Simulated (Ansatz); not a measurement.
# Piezoelectric tensor of InGa3N4

These are results of DFT PBE, scalar-relativistic, plane waves, PAW (Ansatz 0.2.0), not measurements. Plane waves to 420 eV; Γ-centred k mesh 8×8×8; fixed occupations. No spin polarisation.

The cell, relaxed at this level:
```
In Ga N
1.0
    -2.33937    2.33937    4.65328
     2.33937   -2.33937    4.65328
     2.33937    2.33937   -4.65328
In Ga N
1 3 4
Direct
  0.50000 0.50000 0.00000
  0.75000 0.25000 0.50000
  0.25000 0.75000 0.50000
  0.00000 0.00000 0.00000
  0.89974 0.36481 0.00000
  0.63519 0.63519 0.53493
  0.36481 0.89974 0.00000
  0.10026 0.10026 0.46507
```

The structure comes from a generated guess, relaxed at this level; another structure or a mixture of phases may lie lower.

**Question.** Give the relaxed-ion proper piezoelectric stress tensor e_iJ (C/m², Voigt columns xx yy zz yz xz xy).

**Answer.**
```
x    0.000  0.000  0.000 -0.308  0.000  0.000
y    0.000  0.000  0.000  0.000 -0.308  0.000
z    0.000  0.000  0.000  0.000  0.000 -0.303
```
Signs follow the orientation of the cell as given.

**Question.** With the elastic constants (GPa, Voigt order)
```
226.6 122.5 123.5   0.0   0.0   0.0
122.5 226.6 123.5   0.0   0.0   0.0
123.5 123.5 221.1   0.0   0.0   0.0
  0.0   0.0   0.0 122.2   0.0   0.0
  0.0   0.0   0.0   0.0 122.2   0.0
  0.0   0.0   0.0   0.0   0.0 121.9
```
find the strain coefficients d = e·C⁻¹ (pC/N).

**Answer.**
```
x    0.00  0.00  0.00 -2.52  0.00  0.00
y    0.00  0.00  0.00  0.00 -2.52  0.00
z    0.00  0.00  0.00  0.00  0.00 -2.48
```
